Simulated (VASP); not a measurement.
Crystal: LiH.

```
CELL_PARAMETERS angstrom
0.00000 2.14512 2.14512
2.14512 0.00000 2.14512
2.14512 2.14512 0.00000
ATOMIC_POSITIONS crystal
Li 0.00000 0.00000 0.00000
H 0.25000 0.25000 0.25000
```

The cell was built by a generator and needn't be a form met in nature.

Base run:

| Property | Result |
| --- | --- |
| Program | VASP 6.6.1 |
| Functional | PBE |
| Potentials or basis | VASP PAW PBE potentials, release 64 (Li_sv, H) |
| Cutoff | 520 eV |
| k mesh | 8 × 8 × 8 |
| Occupations | gaussian, width 0.01 eV |
| Spin | no spin polarisation |

Its results: band gap on the k mesh 4.20 eV, indirect (least direct gap 5.27 eV).

Problem. The run is repeated on the same cell with these changes: functional from PBE to r2SCAN; further incar settings from ALGO = Fast; EDIFF = 1e-07; NBANDS = 9 to ALGO = Normal; EDIFF = 1e-06; NBANDS = 9. What comes out?

Solution. Band gap on the k mesh 4.79 eV, indirect (least direct gap 5.85 eV).

A k mesh can miss the band edges.
